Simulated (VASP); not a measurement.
# AlCu (Cmmm) in VASP: notebook

One crystal, AlCu, is run at these levels: LDA; tasks: single point.

All numbers are computed with VASP 6.6.1; they aren't measurements. Logs are shortened: lines on timing, memory, paths and dates and some standing lists are left out, and cuts for length are marked.

## 1. The cell of the first run

Symmetry: Cmmm, No. 65, orthorhombic system. Conventional cell: a = 4.229 Å, b = 4.250 Å, c = 2.998 Å, α = 90.00°, β = 90.00°, γ = 90.00°. Al (site symmetry mmm) is surrounded by 8 Cu at 2.59 to 2.60 Å. Cu (site symmetry mmm) has 8 Al at 2.59 to 2.60 Å as nearest neighbours.

The cell comes from a database or a generator and needn't be the stable form of this composition.

## 2. Single point, LDA (strain +0.0050 x Voigt [0, 0, 0, 0, 0, 1], atoms carried along)

The input, INCAR:

```
SYSTEM = AlCu
ALGO = Fast
EDIFF = 1E-6
ENCUT = 520
GGA = CA
ISIF = 2
ISMEAR = 0
LASPH = .TRUE.
LCHARG = .TRUE.
LELF = .TRUE.
LREAL = .FALSE.
LVHAR = .TRUE.
LWAVE = .FALSE.
NBANDS = 14
NELM = 100
PREC = Accurate
SIGMA = 0.15
```

The input, KPOINTS:

```
k-points
0
G
  16 16 16
  0 0 0
```

The input, POSCAR:

```
AlCu
1.0
    2.9975090000      0.0074937725      0.0000000000
    0.0074937725      2.9975090000      0.0000000000
    0.0000000000      0.0000000000      2.9975090000
Al Cu
1 1
Direct
    0.0000000000      0.0000000000      0.0000000000
    0.5000000000      0.5000000000      0.5000000000
```

Potentials or basis: VASP PAW LDA potentials, release 64 (Al, Cu).

Command:

```
cat potpaw_LDA.64/Al/POTCAR potpaw_LDA.64/Cu/POTCAR > POTCAR
mpirun -np 1 vasp_std > vasp.out
```

OUTCAR:

```text
SYSTEM = AlCu
   EDIFF = 1E-6
   ENCUT = 520
   GGA = CA
   ISIF = 2
   ISMEAR = 0
   LASPH = .TRUE.
   LREAL = .FALSE.
   NELM = 100
   PREC = Accurate

 ion  position               nearest neighbor table
   1  0.000  0.000  0.000-   2 2.59   2 2.59   2 2.59   2 2.59   2 2.60   2 2.60   2 2.60   2 2.60

   2  0.500  0.500  0.500-   1 2.59   1 2.59   1 2.59   1 2.59   1 2.60   1 2.60   1 2.60   1 2.60

  LATTYP: Found a base centered orthorhombic cell.
 ALAT       =     4.2285200864
 B/A-ratio  =     1.0050125313
 C/A-ratio  =     0.7088789786

  Lattice vectors:

 A1 = (  -0.0074937725,  -2.9975090000,   0.0000000000)
 A2 = (   2.9975090000,   0.0074937725,   0.0000000000)
 A3 = (   0.0000000000,   0.0000000000,   2.9975090000)

Analysis of symmetry for initial positions (statically):
=====================================================================
 Subroutine PRICEL returns:
 Original cell was already a primitive cell.

 Routine SETGRP: Setting up the symmetry group for a
 base centered orthorhombic supercell.

 Subroutine GETGRP returns: Found  8 space group operations
 (whereof  8 operations were pure point group operations)
 out of a pool of  8 trial point group operations.

The static configuration has the point symmetry D_2h.

Analysis of symmetry for dynamics (positions and initial velocities):
=====================================================================
 Subroutine PRICEL returns:
 Original cell was already a primitive cell.

 Routine SETGRP: Setting up the symmetry group for a
 base centered orthorhombic supercell.

 Subroutine GETGRP returns: Found  8 space group operations
 (whereof  8 operations were pure point group operations)
 out of a pool of  8 trial point group operations.

The dynamic configuration has the point symmetry D_2h.

 Subroutine INISYM returns: Found  8 space group operations
 (whereof  8 operations are pure point group operations),
 and found     1 'primitive' translations

----------------------------------------------------------------------------------------

                                     Primitive cell

  volume of cell :      26.9326

  direct lattice vectors                    reciprocal lattice vectors
     2.997509000  0.007493772  0.000000000     0.333612426 -0.000834031  0.000000000
     0.007493772  2.997509000  0.000000000    -0.000834031  0.333612426  0.000000000
     0.000000000  0.000000000  2.997509000     0.000000000  0.000000000  0.333610341

  length of vectors
     2.997518367  2.997518367  2.997509000     0.333613469  0.333613469  0.333610341

  position of ions in fractional coordinates (direct lattice)
     0.000000000  0.000000000  0.000000000
     0.500000000  0.500000000  0.500000000

  ion indices of the primitive-cell ions
   primitive index   ion index
                 1           1
                 2           2

----------------------------------------------------------------------------------------

 KPOINTS: k-points

Automatic generation of k-mesh.
 Grid dimensions read from file:
 generate k-points for:   16   16   16

 Generating k-lattice:

  Cartesian coordinates                     Fractional coordinates (reciprocal lattice)
     0.020850777 -0.000052127  0.000000000     0.062500000  0.000000000  0.000000000
    -0.000052127  0.020850777  0.000000000     0.000000000  0.062500000  0.000000000
     0.000000000  0.000000000  0.020850646     0.000000000  0.000000000  0.062500000

  Length of vectors
     0.020850842  0.020850842  0.020850646

  Shift w.r.t. Gamma in fractional coordinates (k-lattice)
     0.000000000  0.000000000  0.000000000

 Subroutine IBZKPT returns following result:
 ===========================================

 Found    657 irreducible k-points:

 Following reciprocal coordinates:
            Coordinates               Weight
  0.000000  0.000000  0.000000      1.000000
  0.062500  0.000000  0.000000      4.000000
  0.125000  0.000000  0.000000      4.000000
  0.187500 -0.000000  0.000000      4.000000
  0.250000  0.000000  0.000000      4.000000
  0.312500 -0.000000  0.000000      4.000000
[... 16 lines left out ...]
 -0.125000  0.062500  0.000000      4.000000
 -0.062500  0.062500  0.000000      2.000000
 [... further k-points ...]
   k-points           NKPTS =    657   k-points in BZ     NKDIM =    657   number of bands    NBANDS=     14
   number of dos      NEDOS =    301   number of ions     NIONS =      2
   total plane-waves  NPLWV =  13824
   dimension x,y,z NGX =    24 NGY =   24 NGZ =   24
   dimension x,y,z NGXF=    48 NGYF=   48 NGZF=   48
   ions per type =               1   1
   NGX,Y,Z   is equivalent  to a cutoff of  13.31, 13.31, 13.31 a.u.
   NGXF,Y,Z  is equivalent  to a cutoff of  26.62, 26.62, 26.62 a.u.
 SYSTEM =  AlCu
   PREC   = accura    normal or accurate (medium, high low for compatibility)
   ISTART =      0    job   : 0-new  1-cont  2-samecut
   ICHARG =      2    charge: 1-file 2-atom 10-const
   ISPIN  =      1    spin polarized calculation?
   LNONCOLLINEAR =      F non collinear calculations
   LSORBIT =      F    spin-orbit coupling
   LASPH  =      T    aspherical Exc in radial PAW
   ENCUT  =  520.0 eV  38.22 Ry    6.18 a.u.   5.57  5.57  5.57*2*pi/ulx,y,z
   NELM   =    100;   NELMIN=  2; NELMDL= -5     # of ELM steps
   EDIFF  = 0.1E-05   stopping-criterion for ELM
   LREAL  =      F    real-space projection
   EDIFFG = 0.1E-04   stopping-criterion for IOM
   NSW    =      0    number of steps for IOM
   IBRION =     -1    ionic relax: 0-MD 1-quasi-New 2-CG
   NFREE  =      0    steps in history (QN), initial steepest desc. (CG)
   ISIF   =      2    stress and relaxation
   ISYM   =      2    0-nonsym 1-usesym 2-fastsym
   POTIM  = 0.5000    time-step for ionic-motion
   TEBEG  =    0.0;   TEEND  =   0.0 temperature during run
   PSTRESS=    0.0 pullay stress
   NELECT =      14.0000    total number of electrons
   NUPDOWN=      -1.0000    fix difference up-down
   EMIN   =  10.00;   EMAX   =-10.00  energy-range for DOS
   EFERMI =   0.00;   METHOD = LEGACY
   ISMEAR =     0;   SIGMA  =   0.15  broadening in eV -4-tet -1-fermi 0-gaus
   EFERMI_NEDOS =   21; number of points for ismear=-14 and -15
   IALGO  =     68    algorithm
   IMIX   =      4    mixing-type and parameters
     AMIX     =   0.40;   BMIX     =  1.00
     AMIX_MAG =   1.60;   BMIX_MAG =  1.00
  volume/ion in A,a.u.               =      13.47        90.88
  Fermi-wavevector in a.u.,A,eV,Ry     =   1.316309  2.487464 23.574406  1.732670
  Thomas-Fermi vector in A             =   2.446430
   LORBIT       =      0    0 simple, 1 ext, 2 COOP (PROOUT), +10 PAW based schemes
   GGA     = CA    functional components
   LHFCALC =     F    Hartree Fock is set to
   AEXX    =    0.0000 exact exchange contribution
   IVDW    =     0    specifies the selected vdW correction
   LEPSILON=     F    determine dielectric tensor
   LRPA    =     F    only Hartree local field effects (RPA)
 non-spin polarized calculation
 RMM-DIIS sequential band-by-band and
 Gauss-broadening in eV      SIGMA  =   0.15
  energy-cutoff  :      520.00
  volume of cell :       26.93
 maximum number of plane-waves:       742
   NGX = 11   NGY = 11   NGZ = 11

 number of electron      14.0000020 magnetization

 Free energy of the ion-electron system (eV)
  ---------------------------------------------------
  ext. energy  EPLUGINS =         0.00000000
  ---------------------------------------------------
  free energy    TOTEN  =        -9.17922507 eV

  energy without entropy =       -9.17239137  energy(sigma->0) =       -9.17580822

 E-fermi :   8.8254     XC(G=0): -11.7458

 val. band max:        8.8187326150   @ k =   0.3125  -0.0000   0.3125
 cond. band min:       8.8354552114   @ k =   0.4375   0.4375   0.2500
 fundamental gap:      0.0167225964
 Fermi energy:         8.8254199564

 k-point     1 :       0.0000    0.0000    0.0000
  band No.  band energies     occupation
      1      -2.5972      2.00000
      2       3.9251      2.00000
      3       3.9252      2.00000
      4       4.9099      2.00000
      5       4.9151      2.00000
      6       4.9203      2.00000
      7      12.6241      0.00000
      8      12.6436      0.00000
      9      12.6637      0.00000
     10      15.2465      0.00000
     11      15.2467      0.00000
     12      18.6475      0.00000
     13      27.1209      0.00000
     14      27.1256      0.00000

 k-point     2 :       0.0625    0.0000    0.0000
  band No.  band energies     occupation
      1      -2.5312      2.00000
      2       3.9291      2.00000
      3       3.9347      2.00000
      4       4.8956      2.00000
      5       4.8969      2.00000
      6       4.9184      2.00000
      7      11.8452      0.00000
      8      12.7232      0.00000
      9      12.7238      0.00000
     10      15.2700      0.00000
     11      15.9138      0.00000
     12      18.9356      0.00000
     13      26.2387      0.00000
     14      26.2440      0.00000

 k-point     3 :       0.1250    0.0000    0.0000
  band No.  band energies     occupation
      1      -2.3338      2.00000
      2       3.9339      2.00000
      3       3.9621      2.00000
      4       4.8455      2.00000
      5       4.8458      2.00000
      6       4.9231      2.00000
      7      10.4386      0.00000
      8      12.9586      0.00000
      9      12.9589      0.00000
     10      15.3396      0.00000
     11      16.8209      0.00000
     12      19.9089      0.00000
     13      24.7711      0.00000
     14      24.7765      0.00000
[... 324 lines left out ...]
 k-point    23 :      -0.1250    0.0625    0.0000
  band No.  band energies     occupation
      1      -2.2669      2.00000
      2       3.9442      2.00000
      3       3.9674      2.00000
      4       4.8254      2.00000
      5       4.8454      2.00000
      6       4.9076      2.00000
      7      10.4904      0.00000
      8      12.1476      0.00000
      9      13.0387      0.00000
     10      15.7881      0.00000
     11      17.2348      0.00000
     12      20.0646      0.00000
     13      23.9942      0.00000
     14      24.7959      0.00000

 k-point    24 :      -0.0625    0.0625    0.0000
  band No.  band energies     occupation
      1      -2.4646      2.00000
      2       3.9364      2.00000
      3       3.9412      2.00000
      4       4.8782      2.00000
      5       4.8896      2.00000
      6       4.9082      2.00000
      7      11.8069      0.00000
      8      12.0275      0.00000
      9      12.8034      0.00000
     10      15.6137      0.00000
     11      16.3144      0.00000
     12      19.1868      0.00000
     13      25.4480      0.00000
     14      26.3787      0.00000

 [... further k-points ...]

------------------------ aborting loop because EDIFF is reached ----------------------------------------

  FORCE on cell =-STRESS in cart. coord.  units (eV):
  Direction    XX          YY          ZZ          XY          YZ          ZX
  --------------------------------------------------------------------------------------
  -------------------------------------------------------------------------------------
  Total       -1.4648733     -1.4648733     -1.4649852     -0.0154034      0.0000000      0.0000000
  in kB      -87.1428726    -87.1428726    -87.1495303     -0.9163233      0.0000000      0.0000000
  external PRESSURE =     -87.1450918 kB  Pullay stress =       0.0000000 kB

 VOLUME and BASIS-vectors are now :
 -----------------------------------------------------------------------------
  energy-cutoff  :      520.00
  volume of cell :       26.93
      direct lattice vectors                 reciprocal lattice vectors
     2.997509000  0.007493772  0.000000000     0.333612426 -0.000834031  0.000000000
     0.007493772  2.997509000  0.000000000    -0.000834031  0.333612426  0.000000000
     0.000000000  0.000000000  2.997509000     0.000000000  0.000000000  0.333610341

 POSITION                                       TOTAL-FORCE (eV/Angst)
 -----------------------------------------------------------------------------------
      0.00000      0.00000      0.00000         0.000000      0.000000      0.000000
      1.50250      1.50250      1.49875        -0.000000      0.000000      0.000000
 -----------------------------------------------------------------------------------
    total drift:                                0.000000      0.000000     -0.000000

  FREE ENERGIE OF THE ION-ELECTRON SYSTEM (eV)
  ---------------------------------------------------
  free  energy   TOTEN  =        -9.1792250735 eV

  energy  without entropy=       -9.1723913697  energy(sigma->0) =       -9.17580822
```

Run time: 79 s. Hardware: 1 thread of Intel Xeon 6975P-C (Granite Rapids), shared host; peak memory 0.34 GiB.

What came out:

* Free energy: -9.1792 eV
* Pressure: -8.7 GPa
* Band gap on the k mesh: none (metal or under the smearing width)

Stress tensor (GPa, compression positive):
```
-8.71 -0.09  0.00
-0.09 -8.71  0.00
 0.00  0.00 -8.71
```

Levels at points of the mesh, in eV from the Fermi level:
| k point | band 4 | band 5 | band 6 | band 7 | band 8 | band 9 | band 10 | band 11 |
| --- | --- | --- | --- | --- | --- | --- | --- | --- |
| (0.00, 0.00, 0.00) | -3.92 | -3.91 | -3.91 | 3.80 | 3.82 | 3.84 | 6.42 | 6.42 |
| (0.50, 0.00, 0.00) | -4.34 | -4.34 | -3.86 | -3.16 | 7.31 | 8.06 | 8.06 | 8.44 |
| (0.50, 0.50, 0.00) | -4.23 | -3.67 | -3.61 | -3.52 | -0.85 | -0.16 | 9.98 | 12.85 |
| (0.00, 0.00, 0.50) | -4.35 | -4.33 | -3.86 | -3.16 | 7.31 | 8.03 | 8.08 | 8.44 |
| (0.50, 0.00, 0.50) | -4.23 | -3.64 | -3.64 | -3.52 | -0.85 | -0.16 | 9.98 | 12.87 |
| (0.50, 0.50, 0.50) | -3.51 | -3.51 | 0.78 | 0.81 | 0.84 | 1.71 | 2.20 | 2.22 |

## 3. Single point, LDA (strain -0.0200 x Voigt [0, 0, 0, 0, 0, 1], atoms carried along)

The input, INCAR:

```
PREC = Accurate ; ENCUT = 520
EDIFF = 1E-7 ; ISMEAR = 0
SIGMA = 0.15 ; LREAL = F
LASPH = T ; NELM = 100
ALGO = Fast ; ISIF = 2
LWAVE = F ; LCHARG = T
LELF = T ; LVHAR = T
NBANDS = 14
```

The input, KPOINTS:

```
Automatic mesh
0
Gamma
  16 16 16
```

The input, POSCAR:

```
AlCu
1.0
    2.9975090000     -0.0299750900      0.0000000000
   -0.0299750900      2.9975090000      0.0000000000
    0.0000000000      0.0000000000      2.9975090000
Al Cu
1 1
Direct
    0.0000000000      0.0000000000      0.0000000000
    0.5000000000      0.5000000000      0.5000000000
```

Potentials or basis: VASP PAW LDA potentials, release 64 (Al, Cu).

Command:

```
cat potpaw_LDA.64/Al/POTCAR potpaw_LDA.64/Cu/POTCAR > POTCAR
mpirun -np 1 vasp_std > vasp.out
```

Wall time 97 s (1 thread of Intel Xeon 6975P-C (Granite Rapids), shared host); peak memory 0.34 GiB.

Results (log left out):

- Free energy: -9.1787 eV
- Pressure: -8.1 GPa
- Band gap on the k mesh: none (metal or under the smearing width)

Stress tensor (GPa, compression positive):
```
-8.09  0.44  0.00
 0.44 -8.09  0.00
 0.00  0.00 -8.16
```

Levels at points of the mesh, in eV from the Fermi level:
| k point | band 3 | band 4 | band 5 | band 6 | band 7 | band 8 | band 9 | band 10 | band 11 | band 12 |
| --- | --- | --- | --- | --- | --- | --- | --- | --- | --- | --- |
| (0.00, 0.00, 0.00) | -4.90 | -3.93 | -3.91 | -3.89 | 3.75 | 3.82 | 3.90 | 6.42 | 6.43 | 9.83 |
| (0.50, 0.00, 0.00) | -4.64 | -4.34 | -4.34 | -3.86 | -3.16 | 7.26 | 8.06 | 8.10 | 8.42 | 8.45 |
| (0.50, 0.50, 0.00) | -4.25 | -4.22 | -3.76 | -3.53 | -3.52 | -0.88 | -0.12 | 9.98 | 12.77 | 12.99 |
| (0.00, 0.00, 0.50) | -4.64 | -4.37 | -4.31 | -3.86 | -3.16 | 7.32 | 7.98 | 8.15 | 8.42 | 8.47 |
| (0.50, 0.00, 0.50) | -4.24 | -4.23 | -3.64 | -3.64 | -3.53 | -0.85 | -0.16 | 9.96 | 12.83 | 12.87 |
| (0.50, 0.50, 0.50) | -5.43 | -3.51 | -3.51 | 0.70 | 0.77 | 0.93 | 1.76 | 2.12 | 2.21 | 2.34 |
